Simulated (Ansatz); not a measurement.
# BeZn3Se4: what a guessed cell relaxes into

Where does this trial cell of BeZn3Se4 go when cell and atoms are let free?

Computed with Ansatz 0.2.0 (DFT PBE, scalar-relativistic, plane waves, PAW, unless a step's input says otherwise).

## Step 1: The system as given

Symmetry: P-4m2, No. 115, tetragonal system. The conventional cell has a = 3.872 Å, b = 3.872 Å, c = 10.953 Å, α = 90.00°, β = 90.00°, γ = 90.00°. Be (site symmetry -4m2) is surrounded by 4 Se at 2.37 Å. Around Zn (site symmetry -4m2) lie 4 Se at 2.37 Å. Zn (site symmetry 2mm) is surrounded by 4 Se at 2.37 Å. Se (site symmetry 2mm) is surrounded by 4 Zn at 2.37 Å. Se (site symmetry 2mm) has 2 Be at 2.37 Å and 2 Zn at 2.37 Å as nearest neighbours.

Coordinates:

```xyz
8
Lattice="3.8724 0.0000 0.0000 0.0000 3.8724 0.0000 0.0000 0.0000 10.9529" Properties=species:S:1:pos:R:3 pbc="T T T"
Be    0.0000    0.0000    5.4764
Zn    0.0000    0.0000    0.0000
Zn    1.9362    1.9362    2.7382
Zn    1.9362    1.9362    8.2147
Se    1.9362    0.0000    1.3691
Se    0.0000    1.9362    4.1073
Se    1.9362    0.0000    6.8455
Se    0.0000    1.9362    9.5838
```

The start is an ordering of an alloy on its end members' structure types: elements ordered on the sites of the ZnSe type, Be/Zn on Zn (P-4m2, No. 115).

## Step 2: Probe: one point on a coarse mesh

Contents of input.yaml:

```yaml
crystal:
  lattice:
    - [3.87242436, 0.0, 0.0]
    - [0.0, 3.87242436, 0.0]
    - [0.0, 0.0, 10.95287011]
  atoms:
    - { symbol: Be, position: [0.0, 0.0, 0.5] }
    - { symbol: Zn, position: [0.0, 0.0, 0.0] }
    - { symbol: Zn, position: [0.5, 0.5, 0.25] }
    - { symbol: Zn, position: [0.5, 0.5, 0.75] }
    - { symbol: Se, position: [0.5, 0.0, 0.125] }
    - { symbol: Se, position: [0.0, 0.5, 0.375] }
    - { symbol: Se, position: [0.5, 0.0, 0.625] }
    - { symbol: Se, position: [0.0, 0.5, 0.875] }
basis:
  ecutwfc: 420
kpoints:
  mp_grid: { grid: [4, 4, 2] }
hamiltonian:
  xc: pbe
scf:
  occupations: { method: gaussian, width: 0.1 }
  lower_state_search: "off"
output:
  forces: true
  stress: true
  eigenvalues: true
```

The run is started by

```bash
$ ansatz run input.yaml --threads 1 --pin off --max-ram 2560MiB --backend cpu --events-out ev --progress --plain --runs-dir out
```

Further runs follow: rough relaxation on the coarse mesh; final relaxation.

What does the calculation give? Wanted: conventional cell; volume; energy over the elements; gap on the mesh.

The runs gave:

```
                              quantity                                                                       value
symmetry at the end (tolerance 0.02 Å)                                                 space group P-4m2 (No. 115)
                     conventional cell  a = 3.941 Å, b = 3.941 Å, c = 11.283 Å, α = 90.00°, β = 90.00°, γ = 90.00°
                                volume                                                               21.90 Å³/atom
              energy over the elements                                                               -0.71 eV/atom
                       gap on the mesh                                                                     1.63 eV
```

In words: The space group P-4m2 (No. 115) is kept, and the volume per atom grows by 6.7 % from the first guess. It lies below the elements, which doesn't yet make it stable: competing phases were not computed in this session. No finished test with a distortion of lower symmetry is shown, so the end may be a saddle point.
